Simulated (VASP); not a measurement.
The system is Te.

```
Te
1.0
     5.85004    0.00000    0.00000
     0.00000    5.85004    0.00000
     0.00000    0.00000    4.79120
Te
4
Direct
  0.00000 0.00000 0.00000
  0.50000 0.50000 0.00000
  0.00000 0.50000 0.83004
  0.50000 0.00000 0.16996
```

The cell was built by a generator and needn't be a form met in nature.

```yaml
Program: VASP 6.6.1
Task: relaxation of cell and atoms
Functional: PBE
Dispersion: TS-HI
Potentials_or_basis: VASP PAW PBE potentials, release 64 (Te)
Cutoff: 600 eV
k_mesh: 4 × 4 × 5
Occupations: fermi-dirac, width 0.05 eV
Spin: no spin polarisation
```

At the start: pressure -1.1 GPa; volume 40.99 Å³/atom.

Where does the relaxation end?

Over 23 steps the energy falls by 21.2 meV/atom and the volume is 36.98 Å³/atom (-9.8 %); space group P4/nmm (No. 129, to 0.05 Å).

Step by step:
| step | energy change (eV) | largest force (eV/Å) | pressure (GPa) | volume (Å³) |
| --- | --- | --- | --- | --- |
| 1 | 0.0000 | 0.0291 | -1.09 | 163.97 |
| 2 | -0.0185 | 0.1884 | 0.31 | 157.45 |
| 3 | -0.0192 | 0.1642 | 0.09 | 158.41 |
| 4 | -0.0437 | 0.1624 | 0.08 | 155.45 |
| 5 | -0.0770 | 0.1097 | 0.37 | 146.49 |
| 6 | -0.0777 | 0.1157 | 0.27 | 148.16 |
| 7 | -0.0779 | 0.1129 | 0.30 | 147.65 |
| 8 | -0.0775 | 0.0281 | -0.52 | 150.07 |
| 9 | -0.0796 | 0.0702 | -0.11 | 148.84 |
| 10 | -0.0796 | 0.0757 | -0.06 | 148.68 |
| 11 | -0.0806 | 0.0651 | -0.05 | 148.68 |
| 12 | -0.0827 | 0.0491 | -0.03 | 148.68 |
| 13 | -0.0836 | 0.0212 | -0.03 | 148.67 |
| 14 | -0.0841 | 0.0277 | -0.03 | 148.68 |
| 15 | -0.0842 | 0.0102 | -0.03 | 148.68 |
| 16 | -0.0842 | 0.0147 | -0.03 | 148.68 |
| 17 | -0.0847 | 0.0064 | -0.11 | 148.25 |
| 18 | -0.0847 | 0.0108 | -0.09 | 148.15 |
| 19 | -0.0847 | 0.0089 | -0.08 | 148.18 |
| 20 | -0.0847 | 0.0074 | -0.07 | 148.22 |
| 21 | -0.0843 | 0.0046 | 0.16 | 147.19 |
| 22 | -0.0847 | 0.0049 | -0.03 | 148.00 |
| 23 | -0.0847 | 0.0039 | -0.01 | 147.91 |

Final structure:
```yaml
crystal:
  lattice:
    - [5.79737, 0.00000, 0.00000]
    - [0.00000, 5.79737, 0.00000]
    - [0.00000, 0.00000, 4.40075]
  atoms:
    - { symbol: Te, position: [0.00000, 0.00000, 0.00000] }
    - { symbol: Te, position: [0.50000, 0.50000, 0.00000] }
    - { symbol: Te, position: [0.00000, 0.50000, 0.80998] }
    - { symbol: Te, position: [0.50000, 0.00000, 0.19002] }
```
